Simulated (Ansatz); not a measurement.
TiO:

```
Ti O
1.0
     3.03100    0.00000    0.00000
    -1.51550    2.62492    0.00000
     0.00000    0.00000    3.23770
Ti O
1 1
Direct
  0.66667 0.33333 0.00000
  0.00000 0.00000 0.50000
```

Program: Ansatz 0.2.0. Alike in all runs: task single point; potentials or basis Ansatz PAW; no spin polarisation; cell as given; k mesh 5 × 5 × 4; smearing fermi-dirac 0.05 eV; the mesh is coarse, so values aren't converged.

Question: Order these runs on this cell by their band gap on the k mesh, lowest first.
A. level HF; cutoff (eV) 420
B. level r2SCAN50; cutoff (eV) 500
C. level PBE0; cutoff (eV) 420

Answer: C (1.18 eV), B (2.74 eV), A (7.92 eV).

Caveats: all runs use coarse meshes; odd divisions of the mesh miss points on the zone boundary, where band edges often lie, so the gap on the mesh can be too wide.

A k mesh can miss the band edges.
